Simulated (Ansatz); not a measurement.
## ZnS (Wurtzite-2H) under changes of volume

One of the cells (19.603 Å³/atom); the others are scaled copies at fixed shape and fractional positions:

```xyz
4
Lattice="3.8110 0.0000 0.0000 -1.9055 3.3004 0.0000 0.0000 0.0000 6.2340" Properties=species:S:1:pos:R:3 pbc="T T T"
Zn    1.9055    1.1001    3.1170
Zn    0.0000    2.2003    0.0000
S     1.9055    1.1001    5.5171
S     0.0000    2.2003    2.4001
```

- Program: Ansatz 0.2.0
- Functional: LDA
- Potentials or basis: JTH PAW LDA
- Cutoff: 960 eV
- Density cutoff: 4800 eV
- k mesh: 8 × 8 × 5
- Occupations: fermi-dirac, width 0.05 eV
- Spin: no spin polarisation

```csv
volume (Å³/atom),energy over the lowest point (meV/atom),pressure (GPa),gap on the mesh (eV),largest force (eV/Å)
18.427,0.00,0.9,2.28,0.372
18.819,0.13,-0.9,2.17,0.344
19.211,4.44,-2.6,2.07,0.318
19.603,12.47,-4.0,1.98,0.293
19.995,23.82,-5.3,1.88,0.271
20.387,38.14,-6.4,1.79,0.249
20.779,?,?,?,?
```

Task: What does the run at 20.779 Å³/atom give?

Result: Energy over the lowest point 55.09 meV/atom; pressure -7.4 GPa; gap on the mesh 1.71 eV; largest force 0.230 eV/Å.

Worked out: A Birch-Murnaghan fit of order 3 (a polynomial in V^(-2/3)) to the other rows has its minimum at 18.61 Å³/atom with B0 = V·E''(V) = 86 GPa and B' = 4.4 at fixed shape and positions, which overstates the stiffness. It gives 55.10 meV/atom at 20.779 Å³/atom, against the run's 55.09, and -dE/dV = -7.4 GPa, against -7.4. A straight line through the other rows of the gap, of slope -4.82 eV per unit of ln V (its deformation potential), extrapolates to 1.70 eV, against the run's 1.71.

Energies are extrapolated to zero smearing.

Caveats: odd divisions of the mesh miss points on the zone boundary, where band edges often lie, so the gap on the mesh can be too wide.
